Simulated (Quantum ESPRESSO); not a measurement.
Runs of Quantum ESPRESSO 7.5 on Zr. The structure is hexagonal, space group P6_3/mmc (No. 194). The conventional cell has a = 3.232 Å, b = 3.232 Å, c = 5.147 Å, α = 90.00°, β = 90.00°, γ = 120.00°. Around Zr (site symmetry -6m2) lie 12 Zr at 3.18 to 3.23 Å. 

```tsv
task	level	potentials or basis	U	cell	k mesh	cutoff (eV)	smearing	start of the occupations	hubbard projectors	mixing beta	SCF threshold	q mesh	mesh quality	gap on the mesh (eV)	pressure (GPa)	V0 of scaled cells (Å³/atom)	B0 (GPa)
Hubbard U by linear response	PBE+U	GBRV 1.5 PBE	Zr d U = 0.0001 eV	as given	8 × 8 × 4	612	gaussian 0.2 eV	default	ortho-atomic	0.3	4e-10 Ry	2 × 2 × 2	not flagged	none	(b)	-	-
phonon dispersion	PBE	GBRV 1.5 PBE	-	relaxed	6 × 6 × 4	612	cold 0.272 eV	-	-	0.5	4e-10 Ry	2 × 2 × 2	coarse	none	0.0	-	-
equation of state	PBEsol	PseudoDojo 0.4.1 SR PBEsol standard	-	as given	9 × 9 × 5	898	fermi-dirac 0.05 eV	-	-	0.5	4e-10 Ry	-	not flagged	-	-	22.52	100
equation of state	r2SCAN	SG15 PBE 1.2	-	as given	7 × 7 × 4	898	fermi-dirac 0.05 eV	-	-	0.5	1e-08 Ry	-	coarse	-	-	23.57	95
phonons	PBEsol	PseudoDojo 0.4.1 SR PBEsol standard	-	relaxed	9 × 9 × 5	898	cold 0.2 eV	-	-	0.5	4e-10 Ry	-	not flagged	none	0.0	-	-
phonons	LDA	JTH 2.0 LDA	-	relaxed	9 × 9 × 5	490	cold 0.2 eV	-	-	0.5	4e-10 Ry	-	not flagged	none	0.0	-	-
single point	PBE	SG15 PBE 1.2	-	as given	5 × 5 × 3	898	fermi-dirac 0.05 eV	-	-	0.5	4e-10 Ry	-	coarse	none	(a)	-	-
band structure	LDA	PseudoDojo 0.4.1 SR LDA standard	-	as given	9 × 9 × 5	952	fermi-dirac 0.05 eV	-	-	0.5	4e-10 Ry	-	not flagged	none	-6.0	-	-
```

Alike in all rows: no spin polarisation.

Problem. Fill in the values left out.

Solution. (a) 0.7; (b) 0.6.

Caveats: some runs use coarse meshes; the mesh is thin for the phonons of a metal (some runs); the cell was scaled at fixed shape and fractional positions, which overstates the stiffness of a crystal with free parameters, most of all of layers and chains (some runs); U without spin polarisation on a metal has little footing (some runs); the U is typed as a test and isn't derived for this compound (some runs); the potentials were made for another functional, which shifts forces and pressure (some runs); the cutoff is low for these files, which shifts pressure and relaxed volume (some runs).

A k mesh can miss the band edges, and the runs leave out spin-orbit coupling on Zr.

A gap of «none» marks a metal or a gap under the smearing width.

Not every run made on this cell is shown here.
